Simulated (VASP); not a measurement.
A run of VASP 6.6.1:

The input INCAR:

```
  ALGO = Fast
  EDIFF = 1E-7
  ENCUT = 550
  GGA = PS
  ISIF = 2
  ISMEAR = 0
  ISPIN = 2
  LASPH = True
  LCHARG = True
  LELF = True
  LMAXMIX = 4
  LORBIT = 11
  LREAL = False
  LVHAR = True
  LWAVE = False
  MAGMOM = 4 0 0
  NBANDS = 20
  NELM = 150
  PREC = Accurate
  SIGMA = 0.1
```

The input KPOINTS:

```
k-points
0
Gamma
  11 11 6
```

The input POSCAR:

```
MnO2
2.8566
    0.999992361689      0.000000000000      0.000000000000
   -0.499996180844      0.866018788840      0.000000000000
    0.000000000000      0.000000000000      1.610786970139
Mn O
1 2
Direct
    0.0000000000      0.0000000000      0.5000000000
    0.3333333333      0.6666666667      0.7062925700
    0.6666666667      0.3333333333      0.2937074300
```

Potentials or basis: VASP PAW PBE potentials, release 64 (Mn_GW, O_GW).

Run with:

```bash
$ cat potpaw_PBE.64/Mn_GW/POTCAR potpaw_PBE.64/O_GW/POTCAR > POTCAR
$ mpirun -np 1 vasp_std > vasp.out
```

Hardware: 1 thread of Intel(R) Xeon(R) Platinum 8488C (Sapphire Rapids), on a shared host.

Task: How long does it take, and how much memory?

Result: Wall time 2.5 min on 1 thread of Intel(R) Xeon(R) Platinum 8488C (Sapphire Rapids), with other jobs on the host, peak memory 0.24 GiB. Counts: scf iterations 18, k points 84.
